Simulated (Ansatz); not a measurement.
Method: Ansatz 0.2.0, DFT r2SCAN, scalar-relativistic, plane waves, PAW. All cells share a 500 eV cutoff and Γ-centred k meshes spaced at most 0.3 Å⁻¹ (0.19 for metals, 2π included).

All energies are static (0 K, no zero-point motion). The comparison covers the computed candidates alone. No run is spin-polarised.

3 distinct structures were compared, and only named types are asked about.

(1) Which is lower for TiO₂, the rutile or the anatase structure, and by how much?

Results:

(1) The anatase structure, by 14 meV/atom. It takes 11.4 Å³/atom against 10.4.